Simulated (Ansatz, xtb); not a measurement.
**C3H4N2: 8 structures ranked**

8 gas-phase structures of C3H4N2, from a drawn sample of its isomers (lower ones may exist). Each was relaxed with GFN2-xTB:

A. `C/N=C\C#N`, a singlet
B. `[H]/N=C(\C)C#N`, a singlet
C. `[H]/N=C1\C=NC1`, a singlet
D. `C=NCC#N`, a singlet
E. `C/N=C/C#N`, a singlet
F. `c1c[nH]cn1`, a singlet
G. `c1cn[nH]c1`, a singlet
H. `C1=NC=NC1`, a singlet

Question: Estimate their order in r2SCAN-D4/def2-SVP energy at these geometries, lowest first.

Answer: Calculated order at r2SCAN-D4/def2-SVP: F (0.0), G (10.3), H (21.7), B (26.4), A (33.4), E (33.8), D (38.7), C (51.7) kcal/mol. Less than 1 kcal/mol parts A and E, so the order within that pair means little.

Energies above the lowest of each column, in kcal/mol; the last columns are at B3LYP/def2-SVP geometries and were run for some of them only (a dash: not run or not comparable):

```tsv
structure	GFN2-xTB	HF/STO-3G	r2SCAN-D4/def2-SVP	B3LYP/def2-SVP	CCSD(T)/def2-SVP + ΔMP2/def2-TZVPP
F	0.0	0.0	0.0	0.0	0.0
G	11.7	7.3	10.3	10.8	10.7
H	19.9	10.0	21.7	20.2	15.7
B	45.0	17.0	26.4	20.8	14.3
A	44.3	20.0	33.4	27.6	22.7
E	44.5	20.6	33.8	27.2	23.0
D	47.8	25.6	38.7	–	–
C	59.0	46.7	51.7	–	–
```

Every level run on F puts it lowest or level with the lowest. CCSD(T)/def2-SVP + ΔMP2/def2-TZVPP orders those it was run on as F (0.0), G (10.7), B (14.3), H (15.7), A (22.7), E (23.0) kcal/mol. Less than 1 kcal/mol parts A and E, so the order within that pair means little. Some further structures that were screened fall inside this span and aren't listed. Flexible structures stand in one conformer each, not always the lowest. Frequencies (B3LYP/def2-SVP) were run for A, B, E, F, G, H alone. The ΔMP2 step shifts differences by up to 3.3 kcal/mol, which makes them less sure. ΔMP2 is the change of the MP2 energy from the smaller to the larger basis.

Over these structures GFN2-xTB departs from r2SCAN-D4/def2-SVP by 5.4 kcal/mol on average once a common shift is removed. A GFN2-xTB relaxation took about 0.046 s and the r2SCAN-D4/def2-SVP energy about 0.98 s on a shared host (Ansatz 0.2.0, xtb 6.7.1).
